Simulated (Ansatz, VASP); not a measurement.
# Two plane-wave programs on BN

```
B N
1.0
     2.46153    0.00000    0.00000
    -1.23076    2.20312    0.00000
     0.00000    0.00000    4.20782
B N
2 2
Direct
  0.66679 0.33358 0.00042
  0.33321 0.66642 0.50042
  0.66518 0.33037 0.37458
  0.33482 0.66963 0.87458
```

Change from the starting cell: uniaxial_x strain -3.2%.

Alike in both runs: task single point; functional r2SCAN; k mesh 12 × 12 × 6; no spin polarisation.

|  | VASP | Ansatz |
| --- | --- | --- |
| version | VASP 6.6.1 | Ansatz 0.2.0 |
| potentials or method | VASP PAW PBE potentials, release 64 (B, N) | plane waves, PAW |
| plane-wave cutoff (eV) | 520 | 500 |
| occupations | gaussian, width 0.01 eV | fixed |
| valence electrons in the cell | 16 | 16 |

Ansatz gave:

- gap on the k mesh at the Fermi level (eV): 5.46
- pressure (GPa): 13.9
- largest component of the traceless stress (GPa): 21.26
- rms of the force components (eV/Å): 0.001

Task: Which values does VASP return?

Result: gap on the k mesh at the Fermi level (eV): 5.42; pressure (GPa): 15.2; largest component of the traceless stress (GPa): 21.33; rms of the force components (eV/Å): 0.005.

Atom by atom the forces differ by 0.005 eV/Å (rms over components).

Caveats: so large a pressure means that the cell lies far from this level's equilibrium, or that cutoff or potentials fall short (VASP); the potentials were made for another functional, which shifts forces and pressure (VASP). A k mesh can miss the band edges.
